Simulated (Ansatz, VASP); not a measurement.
# Cross-check of LaAl2 between VASP and Ansatz

One calculation is typed for both programs; each brings its own data sets. How far apart do they land? The cell is taken from a series of runs on this material, whose earlier steps may have relaxed, scaled, displaced or heated it; both programs get it as it stands.

Main program and level: Ansatz 0.2.0; plane waves, with VASP 6.6.1 beside it; relaxation of cell and atoms at r2SCAN and relaxation of cell and atoms at r2SCAN with rVV10.

**1. Starting point**

It takes space group Fd-3m (No. 227, cubic). Conventional cell: a = 8.129 Å, b = 8.129 Å, c = 8.129 Å, α = 90.00°, β = 90.00°, γ = 90.00°. Nearest to La lie 12 Al at 3.37 Å and 4 La at 3.52 Å. Al has 6 Al at 2.87 Å and 6 La at 3.37 Å nearest. Farther neighbours are not listed.

Coordinates:

```cif
data_structure
_symmetry_space_group_name_H-M 'P 1'
_symmetry_Int_Tables_number 1
_cell_length_a 5.7480
_cell_length_b 5.7480
_cell_length_c 5.7480
_cell_angle_alpha 60.000
_cell_angle_beta 60.000
_cell_angle_gamma 60.000
_cell_volume 134.29
loop_
_atom_site_label
_atom_site_type_symbol
_atom_site_fract_x
_atom_site_fract_y
_atom_site_fract_z
_atom_site_occupancy
La1 La 0.00000 0.00000 0.00000 1
La2 La 0.25000 0.25000 0.25000 1
Al3 Al 0.62500 0.62500 0.62500 1
Al4 Al 0.12500 0.62500 0.62500 1
Al5 Al 0.62500 0.12500 0.62500 1
Al6 Al 0.62500 0.62500 0.12500 1
```

**2. VASP: relaxation of cell and atoms, r2SCAN**

The relaxed volume is the usual yardstick between codes: in a stiff, nearly cubic crystal its relative difference is about their pressure difference at one cell divided by the bulk modulus.

Lines of VASP's logs that name or quote its potential files are left out, and so is its time.

Input file INCAR:

```
SYSTEM = LaAl2
PREC = Accurate
ENCUT = 550
EDIFF = 1E-07
NELM = 200
ISMEAR = 0
SIGMA = 0.1
LREAL = .FALSE.
ALGO = Normal
METAGGA = R2SCAN
LASPH = .TRUE.
NBANDS = 23
LORBIT = 11
LWAVE = .FALSE.
LCHARG = .FALSE.
ISIF = 3
IBRION = 2
NSW = 80
EDIFFG = -0.005
GGA_COMPAT = .FALSE.
NELMIN = 4
LMAXMIX = 6
LMIXTAU = .TRUE.
KPAR = 2
```

Input file POSCAR:

```
LaAl2
1.0
    0.0000000000      4.0644640000      4.0644640000
    4.0644640000      0.0000000000      4.0644640000
    4.0644640000      4.0644640000      0.0000000000
La Al
2 4
Direct
    0.0000000000      0.0000000000      0.0000000000
    0.2500000000      0.2500000000      0.2500000000
    0.6250000000      0.6250000000      0.6250000000
    0.1250000000      0.6250000000      0.6250000000
    0.6250000000      0.1250000000      0.6250000000
    0.6250000000      0.6250000000      0.1250000000
```

Input file KPOINTS:

```
Automatic mesh
0
Gamma
6 6 6
0 0 0
```

Potentials, in the order of the species: La and Al (PBE family, release 64).

Started as:

```
$ mpirun -np 2 vasp_std
```

Numbers of over 12 decimals in the logs are rounded to 6 here.

The program printed:

```text
[banner, memory and clock lines left out]
running    2 mpi-ranks, on    1 nodes
 distrk:  each k-point on    1 cores,    2 groups
 distr:  one band on    1 cores,    1 groups

 POSCAR found type information on POSCAR LaAl
 POSCAR found :  2 types and       6 ions
|                                                                             |
|               ----> ADVICE to this user running VASP <----                  |
|                                                                             |
|     You enforced a specific xc type in the INCAR file but a different       |
|     [... a line on the potential file left out ...]
|     I HOPE YOU KNOW WHAT YOU ARE DOING!                                     |
|                                                                             |

 LDA part: xc-table for (None), standard interpolation
 POSCAR, INCAR and KPOINTS ok, starting setup
 FFT: planning ... GRIDC
 FFT: planning ... GRID_SOFT
 FFT: planning ... GRID
 WAVECAR not read
 entering main loop
       N       E                     dE             d eps       ncg     rms          rms(c)
DAV:   1     0.261664731458E+03    0.26166E+03   -0.12614E+04   736   0.192E+03
DAV:   2    -0.453379625759E+02   -0.30700E+03   -0.30127E+03  1224   0.330E+02
DAV:   3    -0.934009504106E+02   -0.48063E+02   -0.47125E+02  1292   0.172E+02
DAV:   4    -0.969260006493E+02   -0.35251E+01   -0.34506E+01  1448   0.451E+01
DAV:   5    -0.971945325244E+02   -0.26853E+00   -0.26613E+00  1240   0.106E+01    0.767E+00
DAV:   6    -0.905483940556E+02    0.66461E+01   -0.28757E+00  1312   0.125E+01    0.428E+00
DAV:   7    -0.887749974712E+02    0.17734E+01   -0.25653E+00  1208   0.126E+01    0.232E+00
DAV:   8    -0.913367300903E+02   -0.25617E+01   -0.23189E+00  1224   0.104E+01    0.187E+00
DAV:   9    -0.895922969490E+02    0.17444E+01   -0.92797E-01  1104   0.809E+00    0.469E-01
DAV:  10    -0.896518197740E+02   -0.59523E-01   -0.83280E-02  1376   0.273E+00    0.310E-01
DAV:  11    -0.896017472436E+02    0.50073E-01   -0.17510E-01  1032   0.361E+00    0.230E-01
DAV:  12    -0.896999260397E+02   -0.98179E-01   -0.11338E-01  1121   0.241E+00    0.146E-01
DAV:  13    -0.896959820905E+02    0.39439E-02   -0.18952E-02  1177   0.125E+00    0.749E-02
DAV:  14    -0.897027626370E+02   -0.67805E-02   -0.53836E-03  1384   0.595E-01    0.607E-02
DAV:  15    -0.897031607227E+02   -0.39809E-03   -0.11706E-03  1264   0.273E-01    0.617E-02
DAV:  16    -0.897031755704E+02   -0.14848E-04   -0.45196E-04  1256   0.168E-01    0.537E-02
DAV:  17    -0.897033877059E+02   -0.21214E-03   -0.11196E-03  1209   0.240E-01    0.227E-02
DAV:  18    -0.897034303399E+02   -0.42634E-04   -0.16733E-04  1312   0.118E-01    0.147E-02
DAV:  19    -0.897034280061E+02    0.23339E-05   -0.16475E-05  1256   0.383E-02    0.112E-02
DAV:  20    -0.897034072128E+02    0.20793E-04   -0.10855E-05  1408   0.284E-02    0.115E-02
DAV:  21    -0.897034323241E+02   -0.25111E-04   -0.10448E-05  1080   0.263E-02    0.508E-03
DAV:  22    -0.897034390073E+02   -0.66831E-05   -0.91561E-06  1128   0.299E-02    0.183E-03
DAV:  23    -0.897034391619E+02   -0.15461E-06   -0.10314E-06  1304   0.812E-03    0.198E-03
DAV:  24    -0.897034391638E+02   -0.19522E-08   -0.30642E-08   669   0.200E-03
   1 F= -.89703439E+02 E0= -.89691132E+02  d E =-.897034E+02
 curvature:   0.00 expect dE= 0.000E+00 dE for cont linesearch  0.000E+00
 trial: gam= 0.00000 g(F)=  0.177E-50 g(S)=  0.637E-04 ort = 0.000E+00 (trialstep = 0.100E+01)
 search vector abs. value=  0.637E-04
 bond charge predicted
       N       E                     dE             d eps       ncg     rms          rms(c)
DAV:   1    -0.897035745975E+02   -0.13544E-03   -0.60466E-03  1074   0.659E-01    0.651E-02
DAV:   2    -0.897034935647E+02    0.81033E-04   -0.61663E-04  1402   0.286E-01    0.330E-02
DAV:   3    -0.897034632597E+02    0.30305E-04   -0.30104E-04  1113   0.154E-01    0.754E-03
DAV:   4    -0.897034684798E+02   -0.52201E-05   -0.29200E-05  1401   0.466E-02    0.733E-03
DAV:   5    -0.897034618684E+02    0.66114E-05   -0.13983E-05  1193   0.229E-02    0.459E-03
DAV:   6    -0.897034673043E+02   -0.54358E-05   -0.18096E-05  1041   0.387E-02    0.274E-03
DAV:   7    -0.897034695127E+02   -0.22084E-05   -0.71149E-06  1250   0.192E-02    0.124E-03
DAV:   8    -0.897034702579E+02   -0.74526E-06   -0.17763E-06  1427   0.895E-03    0.112E-03
DAV:   9    -0.897034702992E+02   -0.41266E-07   -0.27791E-08   578   0.196E-03
   2 F= -.89703470E+02 E0= -.89691159E+02  d E =-.311354E-04
 trial-energy change:   -0.000031  1 .order   -0.000018   -0.000064    0.000028
 step:   0.8232(harm=  0.6986)  dis= 0.00000  next Energy=   -89.703473 (dE=-0.335E-04)
 reached required accuracy - stopping structural energy minimisation
```

Parts of OUTCAR (step 2):

```text
ion  position               nearest neighbor table
   1  0.000  0.000  0.000-   3 3.37   5 3.37   6 3.37   3 3.37   4 3.37   6 3.37   3 3.37   4 3.37
                             5 3.37   6 3.37   5 3.37   4 3.37   2 3.52   2 3.52   2 3.52   2 3.52
   2  0.250  0.250  0.250-   4 3.37   5 3.37   6 3.37   3 3.37   3 3.37   4 3.37   6 3.37   3 3.37
                             5 3.37   6 3.37   4 3.37   5 3.37   1 3.52   1 3.52   1 3.52   1 3.52
   3  0.625  0.625  0.625-   4 2.87   5 2.87   6 2.87   6 2.87   5 2.87   4 2.87   1 3.37   2 3.37
                             1 3.37   2 3.37   1 3.37   2 3.37
   4  0.125  0.625  0.625-   3 2.87   6 2.87   5 2.87   3 2.87   5 2.87   6 2.87   2 3.37   2 3.37
                             1 3.37   1 3.37   2 3.37   1 3.37
   5  0.625  0.125  0.625-   3 2.87   6 2.87   3 2.87   4 2.87   6 2.87   4 2.87   2 3.37   1 3.37
                             1 3.37   2 3.37   2 3.37   1 3.37
   6  0.625  0.625  0.125-   3 2.87   3 2.87   4 2.87   5 2.87   5 2.87   4 2.87   1 3.37   2 3.37
                             1 3.37   2 3.37   1 3.37   2 3.37

  LATTYP: Found a face centered cubic cell.
 ALAT       =     8.1289280000

 Subroutine GETGRP returns: Found 48 space group operations
 (whereof 24 operations were pure point group operations)

The static configuration has the point symmetry T_d .
 The point group associated with its full space group is O_h .

 Found     16 irreducible k-points:

   k-points           NKPTS =     16   k-points in BZ     NKDIM =     16   number of bands    NBANDS=     23

   dimension x,y,z NGX =    48 NGY =   48 NGZ =   48
   dimension x,y,z NGXF=    96 NGYF=   96 NGZF=   96

   ENCUT  =  550.0 eV  40.42 Ry    6.36 a.u.  10.99 10.99 10.99*2*pi/ulx,y,z

   NELECT =      34.0000    total number of electrons

 k-points in reciprocal lattice and weights: Automatic mesh
   0.00000000  0.00000000  0.00000000       0.005
   0.16666667  0.00000000  0.00000000       0.037
   0.33333333  0.00000000  0.00000000       0.037
   0.50000000  0.00000000  0.00000000       0.019
   0.16666667  0.16666667  0.00000000       0.028
   0.33333333  0.16666667  0.00000000       0.111
   0.50000000  0.16666667  0.00000000       0.111
  -0.33333333  0.16666667  0.00000000       0.111
  -0.16666667  0.16666667  0.00000000       0.056
[...]
-0.33333333  0.33333333  0.16666667       0.111
  -0.33333333  0.50000000  0.16666667       0.056

 average (electrostatic) potential at core
       1-101.4968       2-101.4968       3 -74.8125       4 -74.8125       5 -74.8125
       6 -74.8125

 E-fermi :   8.2667

 k-point     1 :       0.0000    0.0000    0.0000
  band No.  band energies     occupation
    ...
     14       5.6846      2.00000
     15       5.6846      2.00000
     16       6.0488      2.00000
     17       6.0488      2.00000
     18       6.0488      2.00000
     19       9.7843      0.00000
     20      10.4878      0.00000
     21      10.4886      0.00000
     22      10.4894      0.00000
     23      10.5165      0.00000

 k-point     2 :       0.1667    0.0000    0.0000
  band No.  band energies     occupation
    ...
     14       6.0933      2.00000
     15       6.0933      2.00000
     16       6.5667      2.00000
     17       6.5667      2.00000
     18       6.7031      2.00000
     19      10.1036      0.00000
     20      10.2142      0.00000
     21      10.2142      0.00000
     22      10.4086      0.00000
     23      10.5061      0.00000

 k-point     3 :       0.3333    0.0000    0.0000
  band No.  band energies     occupation
    ...
     13       5.1624      2.00000
     14       6.3162      2.00000
     15       6.3162      2.00000
     16       7.7176      2.00000
     17       7.7176      2.00000
     18       8.3498      0.24012
     19       9.3834      0.00000
     20       9.7822      0.00000
     21       9.7822      0.00000
     22      10.4263      0.00000
    ...

  Total        0.0221797      0.0221797      0.0221797      0.0000000      0.0000000     -0.0000000
  in kB        0.2649510      0.2649510      0.2649510      0.0000000      0.0000000     -0.0000000
  external PRESSURE =       0.2649510 kB  Pullay stress =       0.0000000 kB

  energy-cutoff  :      550.00
  volume of cell :      134.12
      direct lattice vectors                 reciprocal lattice vectors
     0.000000000  4.062784013  4.062784013    -0.123068319  0.123068319  0.123068319
     4.062784013  0.000000000  4.062784013     0.123068319 -0.123068319  0.123068319
     4.062784013  4.062784013  0.000000000     0.123068319  0.123068319 -0.123068319

 POSITION                                       TOTAL-FORCE (eV/Angst)
 -----------------------------------------------------------------------------------
      4.06278      8.12557      4.06278         0.000000      0.000000      0.000000
      2.03139      2.03139      2.03139        -0.000000     -0.000000     -0.000000
      5.07848      5.07848      5.07848         0.000000     -0.000000      0.000000
      5.07848      3.04709      3.04709         0.000000     -0.000000      0.000000
      3.04709      5.07848      3.04709         0.000000     -0.000000      0.000000
      3.04709      3.04709      5.07848         0.000000     -0.000000      0.000000
 -----------------------------------------------------------------------------------
    total drift:                                0.000000     -0.000000      0.000000

  FREE ENERGIE OF THE ION-ELECTRON SYSTEM (eV)
  ---------------------------------------------------
  free  energy   TOTEN  =       -89.7034702992 eV

  energy  without entropy=      -89.6788486499  energy(sigma->0) =      -89.69115947

 reached required accuracy - stopping structural energy minimisation

 total charge
# of ion       s       p       d       f       tot
--------------------------------------------------
    1        2.005   5.635   0.856   0.110   8.606
    2        2.005   5.635   0.856   0.110   8.606
    3        0.420   0.378   0.000   0.000   0.798
    4        0.420   0.378   0.000   0.000   0.798
    5        0.420   0.378   0.000   0.000   0.798
    6        0.420   0.378   0.000   0.000   0.798
--------------------------------------------------
tot          5.688  12.784   1.712   0.220  20.405

[... 3 further parts left out ...]
```

CONTCAR:

```
LaAl2
   1.00000000000000
     0.0000000000000000    4.0627840133555342    4.0627840133555342
     4.0627840133555342    0.0000000000000000    4.0627840133555342
     4.0627840133555342    4.0627840133555342    0.0000000000000000
  La              Al
     2     4
Direct
     1.0000000000000000    0.0000000000000000    1.0000000000000000
     0.2500000000000000    0.2500000000000000    0.2500000000000000
     0.6250000000000000    0.6250000000000000    0.6250000000000000
     0.1250000000000000    0.6250000000000000    0.6250000000000000
     0.6250000000000000    0.1250000000000000    0.6250000000000000
     0.6250000000000000    0.6250000000000000    0.1250000000000000
```

[end of part 1 of 2]

[Lines on the potential files, build, host, timing and source positions are cut from VASP's logs without a mark.]

[Logs are printed without paths, hosts, clocks, repeated set-up lines and the standing remarks that a program may print on its own settings, such as how far it seeks lower states.]

[Hosts, paths, dates, database ids (printed as entryN), source tags and the programs' standing remarks are cut or masked in the printed files.]
